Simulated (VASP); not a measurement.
# Os (P6_3/mmc) in VASP: further runs, part 2 of 3

VASP 6.6.1. The steps go on from the part before.

## 3. Band structure, LDA, spin-orbit coupling, no magnetisation

POSCAR

```
Os
1.0
    2.7341000000      0.0000000000      0.0000000000
   -1.3670500000      2.3678000565      0.0000000000
    0.0000000000      0.0000000000      4.3197000000
Os
2
Direct
    0.6666666667      0.3333333333      0.7500000000
    0.3333333333      0.6666666667      0.2500000000
```

INCAR.step1

```
PREC = Accurate
ENCUT = 520
EDIFF = 1E-6
ISMEAR = -1
SIGMA = 0.05
LREAL = F
LASPH = T
NELM = 80
ALGO = Fast
ISIF = 2
LWAVE = F
LCHARG = T
LNONCOLLINEAR = T
MAGMOM = 0 0 0 0 0 0
LORBIT = 11
LSORBIT = T
GGA_COMPAT = F
LMAXMIX = 4
```

KPOINTS.step1

```
regular mesh
0
Gamma
  8 8 5
```

INCAR.step2

```
PREC = Accurate
ENCUT = 520
EDIFF = 1E-6
ISMEAR = 0
SIGMA = 0.05
LREAL = F
LASPH = T
NELM = 80
ALGO = Fast
ISIF = 2
LWAVE = F
LCHARG = F
LNONCOLLINEAR = T
MAGMOM = 0 0 0 0 0 0
LORBIT = 11
LSORBIT = T
GGA_COMPAT = F
LMAXMIX = 4
ICHARG = 11
```

KPOINTS.step2

```
path GMKGALHA,LM,KH
15
line-mode
reciprocal
 0.0000000000  0.0000000000  0.0000000000  G
 0.5000000000  0.0000000000  0.0000000000  M

 0.5000000000  0.0000000000  0.0000000000  M
 0.3333333333  0.3333333333  0.0000000000  K

 0.3333333333  0.3333333333  0.0000000000  K
 0.0000000000  0.0000000000  0.0000000000  G

 0.0000000000  0.0000000000  0.0000000000  G
 0.0000000000  0.0000000000  0.5000000000  A

 0.0000000000  0.0000000000  0.5000000000  A
 0.5000000000  0.0000000000  0.5000000000  L

 0.5000000000  0.0000000000  0.5000000000  L
 0.3333333333  0.3333333333  0.5000000000  H

 0.3333333333  0.3333333333  0.5000000000  H
 0.0000000000  0.0000000000  0.5000000000  A

 0.5000000000  0.0000000000  0.5000000000  L
 0.5000000000  0.0000000000  0.0000000000  M

 0.3333333333  0.3333333333  0.0000000000  K
 0.3333333333  0.3333333333  0.5000000000  H
```

Potentials or basis: VASP PAW LDA potentials, release 64 (Os).

Launch:

```bash
$ cat potpaw_LDA.64/Os/POTCAR > POTCAR
$ cp INCAR.step1 INCAR
$ cp KPOINTS.step1 KPOINTS
$ mpirun -np 1 vasp_ncl > vasp.out
$ cp INCAR.step2 INCAR
$ cp KPOINTS.step2 KPOINTS
$ mpirun -np 1 vasp_ncl > vasp.out
```

OUTCAR:

```text
PREC = Accurate
   ENCUT = 520
   EDIFF = 1E-6
   ISMEAR = 0
   LREAL = F
   LASPH = T
   NELM = 80
   ISIF = 2
   LNONCOLLINEAR = T
   LORBIT = 11
   LSORBIT = T
   ICHARG = 11

 ion  position               nearest neighbor table
   1  0.667  0.333  0.750-   2 2.68   2 2.68   2 2.68   2 2.68   2 2.68   2 2.68
   2  0.333  0.667  0.250-   1 2.68   1 2.68   1 2.68   1 2.68   1 2.68   1 2.68

  LATTYP: Found a hexagonal cell.
 ALAT       =     2.7341000000
 C/A-ratio  =     1.5799348963

  Lattice vectors:

 A1 = (   2.7341000000,   0.0000000000,   0.0000000000)
 A2 = (  -1.3670500000,   2.3678000565,   0.0000000000)
 A3 = (   0.0000000000,   0.0000000000,   4.3197000000)

Analysis of symmetry for initial positions (statically):
=====================================================================
 Subroutine PRICEL returns:
 Original cell was already a primitive cell.

 Routine SETGRP: Setting up the symmetry group for a
 hexagonal supercell.

 Subroutine GETGRP returns: Found 24 space group operations
 (whereof 12 operations were pure point group operations)
 out of a pool of 24 trial point group operations.

The static configuration has the point symmetry D_3d.
 The point group associated with its full space group is D_6h.

Analysis of symmetry for dynamics (positions and initial velocities):
=====================================================================
 Subroutine PRICEL returns:
 Original cell was already a primitive cell.

 Routine SETGRP: Setting up the symmetry group for a
 hexagonal supercell.

 Subroutine GETGRP returns: Found 24 space group operations
 (whereof 12 operations were pure point group operations)
 out of a pool of 24 trial point group operations.

The dynamic configuration has the point symmetry D_3d.
 The point group associated with its full space group is D_6h.

Analysis of structural, dynamic, and magnetic symmetry:
=====================================================================
 Subroutine PRICEL returns:
 Original cell was already a primitive cell.

 Routine SETGRP: Setting up the symmetry group for a
 hexagonal supercell.

 Subroutine GETGRP returns: Found 24 space group operations
 (whereof 12 operations were pure point group operations)
 out of a pool of 24 trial point group operations.

The overall configuration has the point symmetry D_3d.
 The point group associated with its full space group is D_6h.

 Subroutine INISYM returns: Found 24 space group operations
 (whereof 12 operations are pure point group operations),
 and found     1 'primitive' translations

----------------------------------------------------------------------------------------

                                     Primitive cell

  volume of cell :      27.9649

  direct lattice vectors                    reciprocal lattice vectors
[... 121 lines left out ...]
  ext. energy  EPLUGINS =         0.00000000
  ---------------------------------------------------
  free energy    TOTEN  =       -26.11803942 eV

  energy without entropy =      -26.11671744  energy(sigma->0) =      -26.11737843

 E-fermi :   9.4590     XC(G=0): -14.1816

 val. band max:        9.4414045967   @ k =   0.5000   0.0000   0.3571
 cond. band min:       9.4799964394   @ k =   0.3333   0.3333   0.2857
 fundamental gap:      0.0385918428
 Fermi energy:         9.4590244705

 k-point     1 :       0.0000    0.0000    0.0000
  band No.  band energies     occupation
      1      -1.4701      1.00000
      2      -1.4701      1.00000
      3       1.6237      1.00000
      4       1.6237      1.00000
      5       5.9140      1.00000
      6       5.9140      1.00000
[... 637 lines left out ...]
     23      15.2198      0.00000
     24      15.2198      0.00000

 [... further k-points ...]

------------------------ aborting loop because EDIFF is reached ----------------------------------------

  FORCE on cell =-STRESS in cart. coord.  units (eV):
  Direction    XX          YY          ZZ          XY          YZ          ZX
  --------------------------------------------------------------------------------------
  -------------------------------------------------------------------------------------
  Total       -2.5130682     -2.5130682      0.6263469      0.0000000      0.0000000      0.0000000
  in kB     -143.9798950   -143.9798950     35.8849612      0.0000000      0.0000000      0.0000000
  external PRESSURE =     -84.0249429 kB  Pullay stress =       0.0000000 kB

 VOLUME and BASIS-vectors are now :
 -----------------------------------------------------------------------------
  energy-cutoff  :      520.00
  volume of cell :       27.96
      direct lattice vectors                 reciprocal lattice vectors
     2.734100000  0.000000000  0.000000000     0.365751070  0.211166479  0.000000000
    -1.367050000  2.367800057  0.000000000     0.000000000  0.422332957  0.000000000
     0.000000000  0.000000000  4.319700000     0.000000000  0.000000000  0.231497558

 POSITION                                       TOTAL-FORCE (eV/Angst)
 -----------------------------------------------------------------------------------
      1.36705      0.78927      3.23977         0.000000     -0.000000      0.000000
     -0.00000      1.57853      1.07993        -0.000000      0.000000     -0.000000
 -----------------------------------------------------------------------------------
    total drift:                                0.000000     -0.000000      0.000000

  FREE ENERGIE OF THE ION-ELECTRON SYSTEM (eV)
  ---------------------------------------------------
  free  energy   TOTEN  =       -26.1180394204 eV

  energy  without entropy=      -26.1167174402  energy(sigma->0) =      -26.11737843

 Spin-Orbit-Coupling matrix elements

 Ion:    1  E_soc:     -0.6497566
 l=   1
     0.0000000    -0.0459577    -0.0445751
    -0.0459577     0.0000000    -0.0459577
    -0.0445751    -0.0459577     0.0000000
 l=   2
     0.0000000    -0.0133453     0.0000000    -0.0133453    -0.0480448
    -0.0133453     0.0000000    -0.0369444    -0.0130729    -0.0133453
     0.0000000    -0.0369444     0.0000000    -0.0369444     0.0000000
    -0.0133453    -0.0130729    -0.0369444     0.0000000    -0.0133453
    -0.0480448    -0.0133453     0.0000000    -0.0133453     0.0000000
 l=   3
     0.0000000     0.0000000     0.0000000     0.0000000     0.0000000     0.0000000     0.0000000
     0.0000000     0.0000000     0.0000000     0.0000000     0.0000000     0.0000000     0.0000000
     0.0000000     0.0000000     0.0000000     0.0000000     0.0000000     0.0000000     0.0000000
     0.0000000     0.0000000     0.0000000     0.0000000     0.0000000     0.0000000     0.0000000
     0.0000000     0.0000000     0.0000000     0.0000000     0.0000000     0.0000000     0.0000000
     0.0000000     0.0000000     0.0000000     0.0000000     0.0000000     0.0000000     0.0000000
     0.0000000     0.0000000     0.0000000     0.0000000     0.0000000     0.0000000     0.0000000

 Ion:    2  E_soc:     -0.6497566
 l=   1
     0.0000000    -0.0459577    -0.0445751
    -0.0459577     0.0000000    -0.0459577
    -0.0445751    -0.0459577     0.0000000
 l=   2
     0.0000000    -0.0133453     0.0000000    -0.0133453    -0.0480448
    -0.0133453     0.0000000    -0.0369444    -0.0130729    -0.0133453
     0.0000000    -0.0369444     0.0000000    -0.0369444     0.0000000
    -0.0133453    -0.0130729    -0.0369444     0.0000000    -0.0133453
    -0.0480448    -0.0133453     0.0000000    -0.0133453     0.0000000
 l=   3
     0.0000000     0.0000000     0.0000000     0.0000000     0.0000000     0.0000000     0.0000000
     0.0000000     0.0000000     0.0000000     0.0000000     0.0000000     0.0000000     0.0000000
     0.0000000     0.0000000     0.0000000     0.0000000     0.0000000     0.0000000     0.0000000
     0.0000000     0.0000000     0.0000000     0.0000000     0.0000000     0.0000000     0.0000000
     0.0000000     0.0000000     0.0000000     0.0000000     0.0000000     0.0000000     0.0000000
     0.0000000     0.0000000     0.0000000     0.0000000     0.0000000     0.0000000     0.0000000
     0.0000000     0.0000000     0.0000000     0.0000000     0.0000000     0.0000000     0.0000000

 total charge

# of ion       s       p       d       tot
------------------------------------------
    1        0.645   0.801   6.225   7.672
    2        0.645   0.801   6.225   7.672
--------------------------------------------------
tot          1.291   1.601  12.451  15.343

 magnetization (x)

# of ion       s       p       d       tot
------------------------------------------
    1        0.000   0.000   0.000   0.000
    2       -0.000   0.000   0.000   0.000
--------------------------------------------------
tot          0.000   0.000   0.000   0.000

 magnetization (y)

# of ion       s       p       d       tot
------------------------------------------
    1        0.000   0.000   0.000   0.000
    2        0.000   0.000   0.000   0.000
--------------------------------------------------
tot          0.000   0.000   0.000   0.000

 magnetization (z)

# of ion       s       p       d       tot
------------------------------------------
    1        0.000   0.000   0.000   0.000
    2        0.000   0.000   0.000   0.000
--------------------------------------------------
tot          0.000   0.000   0.000   0.000
```

Run time: 2.4 min. Hardware: 1 thread of Intel Xeon Platinum 8488C (Sapphire Rapids), shared host; peak memory 0.24 GiB.

Caveat: the log is that of the step along the path at fixed density, whose energy, stress, charges and moments have no meaning.

[end of part 2 of 3]
